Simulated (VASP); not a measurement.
Level of theory: PBE GGA, VASP's PBE PAW potentials (set 64) (plane waves; VASP).

A VASP calculation is set up with these files.

INCAR:
```
SYSTEM = ZnTe
PREC = Accurate
ENCUT = 400
EDIFF = 1E-6
NELM = 100
ALGO = Normal
LREAL = .FALSE.
LASPH = .TRUE.
ISMEAR = 0
SIGMA = 0.05
GGA = PE
LMAXMIX = 4
LWAVE = .FALSE.
LCHARG = .FALSE.
ISIF = 2
IBRION = 2
NSW = 40
EDIFFG = -0.01
```

**POSCAR**
```
ZnTe
1
    0.0000000000     3.0500000000     3.0500000000
    3.0500000000     0.0000000000     3.0500000000
    3.0500000000     3.0500000000     0.0000000000
Zn Te
1 1
Direct
 -0.0114754098   0.0114754098   0.0278688525
  0.2500000000   0.2500000000   0.2500000000
```

File KPOINTS:
```
Automatic mesh
0
Gamma
6 6 6
0 0 0
```

POTCAR, in this order: Zn Te (PBE.64 set). Program: vasp_std.

What VASP printed:

OUTCAR:
```
 ion  position               nearest neighbor table
   1  0.989  0.011  0.028-   2 2.54   2 2.60   2 2.68   2 2.74
   2  0.250  0.250  0.250-   1 2.54   1 2.60   1 2.68   1 2.74
  LATTYP: Found a face centered cubic cell.
 ALAT       =     6.1000000000
 Subroutine PRICEL returns:
 Original cell was already a primitive cell.
 Subroutine GETGRP returns: Found  1 space group operations
The static configuration has the point symmetry C_1 .
The dynamic configuration has the point symmetry C_1 .
 Subroutine INISYM returns: Found  1 space group operations
 Subroutine IBZKPT returns following result:
 Found    112 irreducible k-points:

 Following reciprocal coordinates:
            Coordinates               Weight
  0.000000  0.000000  0.000000      1.000000
  0.166667  0.000000  0.000000      2.000000
  0.000000  0.166667  0.000000      2.000000
  0.000000  0.000000  0.166667      2.000000
  0.166667  0.166667  0.166667      2.000000
  0.333333  0.000000  0.000000      2.000000
  0.000000  0.333333  0.000000      2.000000
  0.000000  0.000000  0.333333      2.000000
  0.333333  0.333333  0.333333      2.000000
  0.500000  0.000000  0.000000      1.000000
  0.000000  0.500000  0.000000      1.000000
  0.000000  0.000000  0.500000      1.000000
  0.500000  0.500000  0.500000      1.000000
  0.166667  0.166667  0.000000      2.000000
  0.000000  0.166667  0.166667      2.000000
  0.166667  0.000000  0.166667      2.000000
  0.333333  0.166667  0.000000      2.000000
  0.000000  0.333333  0.166667      2.000000
  0.166667  0.000000  0.333333      2.000000
  0.166667  0.166667 -0.166667      2.000000
  0.333333  0.166667  0.333333      2.000000
  0.166667  0.333333  0.000000      2.000000
  0.166667 -0.166667 -0.166667      2.000000
  0.333333  0.333333  0.166667      2.000000
...
```

OSZICAR:
```
       N       E                     dE             d eps       ncg     rms          rms(c)
DAV:   1     0.704665326015E+02    0.70467E+02   -0.72843E+03  2912   0.123E+03
DAV:   2    -0.140616029581E+01   -0.71873E+02   -0.69024E+02  3122   0.233E+02
DAV:   3    -0.525046627329E+01   -0.38443E+01   -0.38321E+01  3702   0.568E+01
DAV:   4    -0.530247349931E+01   -0.52007E-01   -0.52001E-01  3721   0.651E+00
DAV:   5    -0.530314302086E+01   -0.66952E-03   -0.66952E-03  3588   0.574E-01    0.489E+00
DAV:   6    -0.513183171079E+01    0.17131E+00   -0.60720E-01  3635   0.230E+01    0.381E+00
DAV:   7    -0.512089107582E+01    0.10941E-01   -0.12094E-01  3257   0.405E+00    0.154E+00
DAV:   8    -0.512085013941E+01    0.40936E-04   -0.49775E-03  3799   0.740E-01    0.393E-01
DAV:   9    -0.512106836389E+01   -0.21822E-03   -0.10974E-03  3167   0.340E-01    0.129E-01
DAV:  10    -0.512109213806E+01   -0.23774E-04   -0.88557E-05  3528   0.963E-02    0.897E-02
DAV:  11    -0.512114737663E+01   -0.55239E-04   -0.83662E-05  3057   0.586E-02    0.387E-02
DAV:  12    -0.512114878940E+01   -0.14128E-05   -0.27943E-06  3527   0.200E-02    0.143E-02
DAV:  13    -0.512114911575E+01   -0.32635E-06   -0.29949E-07  2136   0.497E-03
   1 F= -.51211491E+01 E0= -.51211491E+01  d E =-.512115E+01
       N       E                     dE             d eps       ncg     rms          rms(c)
DAV:   1    -0.515035355075E+01   -0.29205E-01   -0.60899E+00  3037   0.205E+01    0.412E-01
DAV:   2    -0.515435946066E+01   -0.40059E-02   -0.42212E-02  3412   0.218E+00    0.156E-01
DAV:   3    -0.515434236438E+01    0.17096E-04   -0.65526E-04  3478   0.448E-01    0.825E-02
DAV:   4    -0.515434290992E+01   -0.54555E-06   -0.68190E-05  3385   0.116E-01    0.222E-02
DAV:   5    -0.515434559990E+01   -0.26900E-05   -0.11991E-05  3202   0.368E-02    0.653E-03
DAV:   6    -0.515434586912E+01   -0.26922E-06   -0.13384E-06  2056   0.187E-02
   2 F= -.51543459E+01 E0= -.51543459E+01  d E =-.331968E-01
       N       E                     dE             d eps       ncg     rms          rms(c)
DAV:   1    -0.516064990846E+01   -0.63043E-02   -0.54217E+00  3042   0.193E+01    0.383E-01
DAV:   2    -0.516417414874E+01   -0.35242E-02   -0.36833E-02  3352   0.198E+00    0.137E-01
DAV:   3    -0.516416548742E+01    0.86613E-05   -0.51271E-04  3504   0.391E-01    0.734E-02
DAV:   4    -0.516416899714E+01   -0.35097E-05   -0.57827E-05  3305   0.108E-01    0.196E-02
DAV:   5    -0.516417194389E+01   -0.29468E-05   -0.99704E-06  3177   0.327E-02    0.559E-03
DAV:   6    -0.516417229289E+01   -0.34900E-06   -0.11632E-06  1886   0.182E-02
   3 F= -.51641723E+01 E0= -.51641723E+01  d E =-.430232E-01
       N       E                     dE             d eps       ncg     rms          rms(c)
DAV:   1    -0.516489685837E+01   -0.72491E-03   -0.19642E-01  3052   0.363E+00    0.734E-02
DAV:   2    -0.516501273180E+01   -0.11587E-03   -0.12066E-03  3377   0.315E-01    0.245E-02
DAV:   3    -0.516501290629E+01   -0.17449E-06   -0.12542E-05  3395   0.397E-02    0.127E-02
DAV:   4    -0.516501306708E+01   -0.16080E-06   -0.13655E-06  2230   0.164E-02
   4 F= -.51650131E+01 E0= -.51650131E+01  d E =-.840774E-03
       N       E                     dE             d eps       ncg     rms          rms(c)
DAV:   1    -0.516511596833E+01   -0.10306E-03   -0.77835E-02  3062   0.228E+00    0.470E-02
DAV:   2    -0.516516195544E+01   -0.45987E-04   -0.47736E-04  3362   0.196E-01    0.155E-02
DAV:   3    -0.516516215886E+01   -0.20342E-06   -0.48927E-06  3392   0.228E-02
   5 F= -.51651622E+01 E0= -.51651622E+01  d E =-.989866E-03
       N       E                     dE             d eps       ncg     rms          rms(c)
DAV:   1    -0.516518373601E+01   -0.21781E-04   -0.68103E-03  3052   0.676E-01    0.132E-02
DAV:   2    -0.516518774509E+01   -0.40091E-05   -0.41366E-05  3317   0.579E-02    0.467E-03
DAV:   3    -0.516518775568E+01   -0.10589E-07   -0.34642E-07  2131   0.621E-03
   6 F= -.51651878E+01 E0= -.51651878E+01  d E =-.255968E-04
```

### OUTCAR
```
------------------------ aborting loop because EDIFF is reached ----------------------------------------
  FORCE on cell =-STRESS in cart. coord.  units (eV):
  Direction    XX          YY          ZZ          XY          YZ          ZX
  --------------------------------------------------------------------------------------
  Total        0.6348458      0.6334089      0.6349455     -0.0023112     -0.0053525     -0.0011850
  in kB       17.9245930     17.8840248     17.9274074     -0.0652569     -0.1511243     -0.0334589
  external PRESSURE =      17.9120084 kB  Pullay stress =       0.0000000 kB
  volume of cell :       56.75
      direct lattice vectors                 reciprocal lattice vectors
     0.000000000  3.050000000  3.050000000    -0.163934426  0.163934426  0.163934426
     3.050000000  0.000000000  3.050000000     0.163934426 -0.163934426  0.163934426
     3.050000000  3.050000000  0.000000000     0.163934426  0.163934426 -0.163934426
 POSITION                                       TOTAL-FORCE (eV/Angst)
 -----------------------------------------------------------------------------------
      0.05952      3.07489      3.04980         0.004748      0.001918      0.001985
      1.58548      1.55011      1.52520        -0.004748     -0.001918     -0.001985
 -----------------------------------------------------------------------------------
    total drift:                               -0.000100      0.001911      0.000011
  FREE ENERGIE OF THE ION-ELECTRON SYSTEM (eV)
  ---------------------------------------------------
  free  energy   TOTEN  =        -5.1651877557 eV

  energy  without entropy=       -5.1651877557  energy(sigma->0) =       -5.16518776

 reached required accuracy - stopping structural energy minimisation
```
(Selected blocks of OUTCAR.)

File CONTCAR:
```
ZnTe
   1.00000000000000
     0.0000000000000000    3.0499999999999998    3.0499999999999998
     3.0499999999999998    0.0000000000000000    3.0499999999999998
     3.0499999999999998    3.0499999999999998    0.0000000000000000
  Zn              Te
     1     1
Direct
     0.9942898718293663    0.0056445478666114    0.0138713797051609
     0.2442347183706344    0.2558308619333878    0.2639974727948383
```

The compound is ZnTe in the zinc blende structure. In the starting cell atoms are displaced from their ideal sites. This run relaxes the ions in a fixed cell.
